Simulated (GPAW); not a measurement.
# WC (Qusongite) (P-6m2) in GPAW: notebook

Aim: see how the results for WC (Qusongite) move with the level of theory and the settings. Levels: PBE, PBEsol+D4+U. Tasks: single point, electron localisation function.

Program: GPAW 26.7.0. These are calculated values, not measurements. Logs are shortened: lines on timing, memory, paths and dates and some standing lists are left out, and cuts for length are marked. The log counts tension as positive stress, the text compression.

**1. The structure**

It takes space group P-6m2 (No. 187, hexagonal). The conventional cell has a = 2.907 Å, b = 2.907 Å, c = 2.837 Å, α = 90.00°, β = 90.00°, γ = 120.00°. W (site symmetry -6m2) is surrounded by 6 C at 2.20 Å. C (site symmetry -6m2) has 6 W at 2.20 Å as nearest neighbours.

**2. Single point, PBE**

File run.py:

```python
from ase import Atoms
from ase.dft.bandgap import bandgap
from ase.io import write
from ase.units import GPa
from gpaw import GPAW, PW

atoms = Atoms(['W', 'C'],
              cell=[[2.9065, 0.0, 0.0],
                    [-1.45325, 2.5171028361, 0.0],
                    [0.0, 0.0, 2.8366]],
              scaled_positions=[[0.0, 0.0, 0.0],
                                [0.6666666667, 0.3333333333, 0.5]],
              pbc=True)

calc = GPAW(mode=PW(500),
            xc='PBE',
            kpts={'size': (7, 7, 7), 'gamma': True},
            occupations={'name': 'fermi-dirac', 'width': 0.05},
            nbands=19,
            convergence={'density': 1e-05, 'energy': 1e-05},
            maxiter=80,
            txt='gpaw.txt')
atoms.calc = calc
energy = atoms.get_potential_energy()
forces = atoms.get_forces()
stress = atoms.get_stress()
calc.write('gs.gpw')
write('result.traj', atoms)
print(f'Energy: {energy:.6f} eV')
print('Forces (eV/A):')
print(forces.round(4))
print('Stress (GPa):', (stress / GPa).round(3))
print('Fermi level:', round(calc.get_fermi_level(), 4), 'eV')
print(f'Gap: {bandgap(calc)[0]:.4f} eV, direct: {bandgap(calc, direct=True)[0]:.4f} eV')
```

Potentials or basis: GPAW PAW data sets (gpaw-data 1.2.1), pw.

The run is started by

```
OMP_NUM_THREADS=1 python run.py
```

gpaw.txt:

```text
__  _  _
 | _ |_)|_||  |
 |__||  | ||/\| - 26.7.0

Input parameters:
  mode=PW(ecut=500.0),
  convergence={'density': 1e-05, 'energy': 1e-05},
  kpts=MonkhorstPack(size=(7, 7, 7), gamma=True),
  maxiter=80,
  nbands=19,
  occupations=Occupations(name='fermi-dirac', width=0.05),
  xc=XC(name='PBE')

Diagonalizing LCAO Hamiltonian
Converting LCAO to pw mode

           C

       W

Atoms  # Å, Bohr magnetons
|   | symbol |        x |        y |        z |    initial magnetic moments |
|---|--------|----------|----------|----------|-----------------------------|
| 0 |      W | 0.000000 | 0.000000 | 0.000000 | ( 0.0000,  0.0000,  0.0000) |
| 1 |      C | 1.453250 | 0.839034 | 1.418300 | ( 0.0000,  0.0000,  0.0000) |

Unit cell  # Å
| periodic |         x |        y |        z |  lengths |     angles |
|----------|-----------|----------|----------|----------|------------|
|      yes |  2.906500 | 0.000000 | 0.000000 | 2.906500 |  90.000000 |
|      yes | -1.453250 | 2.517103 | 0.000000 | 2.906500 |  90.000000 |
|      yes |  0.000000 | 0.000000 | 2.836600 | 2.836600 | 120.000000 |

Number of symmetries: 12
Symmetry operations  # r_c * U_cc + t_c -> r_c
|    | kind |            matrix            |
|----|------|------------------------------|
|  0 |  σ   |  1, 1, 0,  0,-1, 0,  0, 0, 1 |
|  1 |  C2  |  1, 1, 0,  0,-1, 0,  0, 0,-1 |
|  2 |  E   |  1, 0, 0,  0, 1, 0,  0, 0, 1 |
|  3 |  σ   |  1, 0, 0,  0, 1, 0,  0, 0,-1 |
|  4 |  C3  |  0, 1, 0, -1,-1, 0,  0, 0, 1 |
|  5 |  S3  |  0, 1, 0, -1,-1, 0,  0, 0,-1 |
|  6 |  σ   |  0,-1, 0, -1, 0, 0,  0, 0, 1 |
|  7 |  C2  |  0,-1, 0, -1, 0, 0,  0, 0,-1 |
|  8 |  σ   | -1, 0, 0,  1, 1, 0,  0, 0, 1 |
|  9 |  C2  | -1, 0, 0,  1, 1, 0,  0, 0,-1 |
| 10 |  C3  | -1,-1, 0,  1, 0, 0,  0, 0, 1 |
| 11 |  S3  | -1,-1, 0,  1, 0, 0,  0, 0,-1 |

BZ-sampling:
  Number of BZ points: 343
  Number of IBZ points: 32

  Monkhorst-Pack size: [7, 7, 7]
  Monkhorst-Pack shift: [0, 0, 0]

K-points  # in reciprocal-cell coordinates
|     |                                coordinates |     weight |
|-----|--------------------------------------------|------------|
|   0 | (  0.00000000,   0.00000000,   0.00000000) | 0.00291545 |
|   1 | (  0.00000000,   0.00000000,   0.14285714) | 0.00583090 |
|   2 | (  0.00000000,   0.00000000,   0.28571429) | 0.00583090 |
|   3 | (  0.00000000,   0.00000000,   0.42857143) | 0.00583090 |
|   4 | (  0.14285714,   0.00000000,   0.00000000) | 0.01749271 |
|   5 | (  0.14285714,   0.00000000,   0.14285714) | 0.03498542 |
|   6 | (  0.14285714,   0.00000000,   0.28571429) | 0.03498542 |
|   7 | (  0.14285714,   0.00000000,   0.42857143) | 0.03498542 |
|   8 | (  0.28571429,  -0.14285714,   0.00000000) | 0.01749271 |
|   9 | (  0.28571429,  -0.14285714,   0.14285714) | 0.03498542 |
| ... |                                            |            |
|  31 | (  0.42857143,   0.42857143,   0.42857143) | 0.03498542 |

Plane wave coefficients: 543
Cutoff: 500.0 eV

Spin-components: 1 (collinear spins)
Bands:           19
Projectors:      11
Spin-degeneracy: 2
Datatype:        complex128

Parallelization:
  kpt:    1
  domain: 1
  band:   1

Density:
  Valence electrons: 18.0
  Components: 1
  Grid points: [15 15 15]
  Charge: 0.0  # |e|

Potential:
  Grid points: [15 15 15]

species:
  W:
    name:    Tungsten
    Z:       74.0
    valence: 14
    core:    60
    charge:  0.0  # [|e|]
    compensation charges:
      type: gauss
      rc: 0.40  # [Å]
      lmax: 2
    cutoffs:
      filter: 2.36  # [Å]
      core: 3.02  # [Å]
    projectors
    | kind |    occ | energy [eV] | rcut [Å] |
    |------|--------|-------------|----------|
    |   5s |  2.000 |     -78.830 |    1.344 |
    |   6s |  2.000 |      -5.697 |    1.344 |
    |   5p |  6.000 |     -43.233 |    1.355 |
    |   6p |  0.000 |      -1.367 |    1.355 |
    |   5d |  4.000 |      -4.494 |    1.228 |
    |    d |        |      22.717 |    1.228 |

    Using partial waves for W as LCAO basis

  C:
    name:    Carbon
    Z:       6.0
    valence: 4
    core:    2
    charge:  0.0  # [|e|]
    compensation charges:
      type: gauss
      rc: 0.20  # [Å]
      lmax: 2
    cutoffs:
      filter: 1.14  # [Å]
      core: 1.14  # [Å]
    projectors
    | kind |    occ | energy [eV] | rcut [Å] |
    |------|--------|-------------|----------|
    |   2s |  2.000 |     -13.751 |    0.635 |
    |   2p |  2.000 |      -5.284 |    0.635 |
    |    s |        |      13.461 |    0.635 |
    |    p |        |      21.927 |    0.635 |
    |    d |        |       0.000 |    0.635 |

    Using partial waves for C as LCAO basis

Reference energy: -439799.299771  # eV

eigensolver:
  PPCG
  Converge bands: occupied
  niter=2

density mixing:
  MSR1-Mixer
  Pratt-step length: 0.05
  Maximum mixing coefficient: 0.75
  Old densities: 10
  SVD Regularization: 0.005
  Good broyden scale: 1.0
  Trust region scale: 1.0
  Backstep threshold: 4.0
  History deletion threshold: 6.0
  Fourier metric: weight=20.0, sigma=0.015

occupation numbers:
  Fermi-Dirac:
    width: 0.0500  # eV

poisson solver:
  ecut: 4000.0  # eV

xc functional:
  name: PBE with 2 nearest neighbor stencil

convergence criteria:
- Maximum integral of absolute [dens]ity change: 1e-05 electrons / valence electron
- Maximum [total energy] change in last 3 cyles: 1e-05 eV / valence electron
- Maximum integral of absolute [eigenst]ate change: 4e-08 eV^2 / valence electron
maximum number of iterations: 80

SCF iterations
|iter     | |      energy | eigst |  dens |
|---------|-|-------------|-------|-------|
|iter:   1| |  -22.636693 | -0.19 |       |
|iter:   2| |  -22.155501 | -2.73 | -0.93 |
|iter:   3| |  -21.080473 | -1.79 | -0.99 |
|iter:   4| |  -21.087111 | -3.74 | -1.70 |
|iter:   5| |  -21.094374 | -3.74 | -1.92 |
|iter:   6| |  -21.094236 | -5.44 | -2.95 |
|iter:   7| |  -21.094242c| -6.97 | -3.62 |
|iter:   8| |  -21.094241c| -8.22c| -4.20 |
|iter:   9| |  -21.094241c| -7.85c| -4.88 |
|iter:  10| |  -21.094241c| -8.94c| -5.46c|

Converged in 10 steps
Energy contributions relative to reference atoms: (reference = -439799.299771)

Energy contributions:
  Kinetic:          17.388860
  Coulomb:         -19.047114
  Zero:              0.049599
  External:          0.000000
  Xc:              -19.483938
  Entropy:          -0.003295
  Spinorbit:         0.000000
  ----------------------------
  Free energy:     -21.095889
  Extrapolated:    -21.094241

dipole moment: (-4.688161, -9.810099, -10.579181)  # |e|*Ang

Fermi level: 14.256
Eigenvalues  # (at kpt = [0.000, 0.000, 0.000])
| band index |      eig [eV] | occ [0-2] |
|------------|---------------|-----------|
|          0 |       -59.656 |     2.000 |
|          1 |       -23.912 |     2.000 |
|          2 |       -23.789 |     2.000 |
|          3 |       -23.789 |     2.000 |
|          4 |        -0.280 |     2.000 |
|          5 |         9.841 |     2.000 |
[... 9 lines left out ...]
|         15 |        30.944 |     0.000 |
|         16 |        30.944 |     0.000 |
|        ... |               |           |
|         18 |        38.129 |     0.000 |

No gap
No difference between direct/indirect transitions

Forces  # eV/Ang
|        x |        y |       z |
|----------|----------|---------|
| -0.00000 | -0.00000 | 0.00000 |  # W    0
|  0.00000 | -0.00000 | 0.00000 |  # C    1

Stress tensor  # eV/Ang^3
|         x |         y |         z |
|-----------|-----------|-----------|
| -0.033911 |  0.000000 |  0.000000 |
|  0.000000 | -0.033911 |  0.000000 |
|  0.000000 |  0.000000 | -0.034434 |

# Writing to gs.gpw (mode='')
```

It took 7.2 s on 1 thread of Arm Neoverse V1, shared host; peak memory 0.13 GiB.

These settings aren't checked as converged: the numbers below hold their error.

Results:

* Free energy: -21.0959 eV
* Pressure: 5.5 GPa
* Band gap on the k mesh: none (metal or under the smearing width)

Caveat: the cutoff is short for stress and forces, so pressures can be off by a GPa or more.

**3. Electron localisation function, PBEsol+D4+U (atoms moved at random, drawn with an rms of 0.15 Å)**

File run.py:

```python
from ase.calculators.mixing import SumCalculator
from ase.dft.bandgap import bandgap
from ase.io import read, write
from ase.units import Bohr, GPa
from dftd4.ase import DFTD4
from gpaw import GPAW, PW, setup_paths
from gpaw.elf import elf_from_dft_calculation

setup_paths.insert(0, '.')

atoms = read('WC.xyz')

calc = GPAW(mode=PW(800),
            xc='PBEsol',
            kpts={'size': (10, 10, 9), 'gamma': True},
            occupations={'name': 'methfessel-paxton', 'order': 0, 'width': 0.01},
            setups={'W': ':d,2.0'},
            nbands=19,
            convergence={'density': 1e-05, 'energy': 1e-05},
            maxiter=150,
            txt='gpaw.txt')
atoms.calc = SumCalculator([calc, DFTD4(method='pbesol')])
energy = atoms.get_potential_energy()
forces = atoms.get_forces()
stress = atoms.get_stress()
calc.write('gs.gpw')
write('result.traj', atoms)
print(f'Energy: {energy:.6f} eV')
print('Forces (eV/A):')
print(forces.round(4))
print('Stress (GPa):', (stress / GPa).round(3))
print('Fermi level:', round(calc.get_fermi_level(), 4), 'eV')
print(f'Gap: {bandgap(calc)[0]:.4f} eV, direct: {bandgap(calc, direct=True)[0]:.4f} eV')

# fields on the real-space grid
write('density.cube', atoms, data=calc.get_pseudo_density() * Bohr**3)
write('potential.cube', atoms, data=calc.get_electrostatic_potential())
write('elf.cube', atoms, data=elf_from_dft_calculation(calc).data)
```

File WC.xyz:

```xyz
2
Lattice="2.9065000000 0.0000000000 0.0000000000 -1.4532500000 2.5171028361 0.0000000000 0.0000000000 0.0000000000 2.8366000000" Properties=species:S:1:pos:R:3 pbc="T T T"
W      0.0388351998      0.0225758953      0.0265874518
C      1.2727679760      0.8020144083      1.4387348664
```

Potentials or basis: PAW data sets generated in the run's folder for this functional, pw.

The run is started by

```
gpaw-setup -f PBEsol C W
OMP_NUM_THREADS=1 python run.py
```

Wall time 2.3 min (1 thread of Arm Neoverse V1, shared host); peak memory 0.4 GiB.

The run converged. Its results:

```
Free energy                : -20.2654 eV
Pressure                   : 2.5 GPa
Largest force              : 3.738 eV/Å
Band gap on the k mesh     : none (metal or under the smearing width)
Dispersion energy per atom : -0.283 eV
```

Forces in eV/Å, atoms in the order of the input:
```
W   -3.500 -1.310 -0.102
C    3.500  1.310  0.102
```

Stress tensor (GPa, compression positive):
```
 2.68  7.87  0.62
 7.87 -2.27  0.29
 0.62  0.29  7.16
```

Levels at points of the mesh, in eV from the Fermi level:
| k point | band 5 | band 6 | band 7 | band 8 | band 9 | band 10 | band 11 | band 12 | band 13 | band 14 |
| --- | --- | --- | --- | --- | --- | --- | --- | --- | --- | --- |
| (0.00, 0.00, 0.00) | -14.71 | -4.95 | -3.73 | -2.93 | -0.59 | 3.07 | 3.45 | 3.48 | 6.00 | 7.36 |
| (0.00, 0.50, 0.00) | -11.42 | -7.20 | -4.59 | -3.91 | 0.18 | 1.99 | 4.32 | 4.93 | 6.86 | 9.34 |
| (0.50, 0.00, 0.00) | -10.70 | -8.10 | -4.65 | -3.99 | -0.42 | 2.45 | 4.04 | 4.61 | 8.56 | 9.32 |
| (0.50, 0.50, 0.00) | -11.72 | -6.89 | -4.36 | -3.44 | -0.27 | 1.86 | 4.45 | 4.99 | 5.81 | 9.49 |

Caveat: U without spin polarisation on a metal has little footing; pairwise dispersion overbinds metals, which lowers pressure and volume; the U is typed as a test and isn't derived for this compound; forces of over 1 eV/Å show positions far from the minimum, so gaps and moduli don't describe the material at rest. Spin-orbit coupling is left out, which matters for the levels of W.
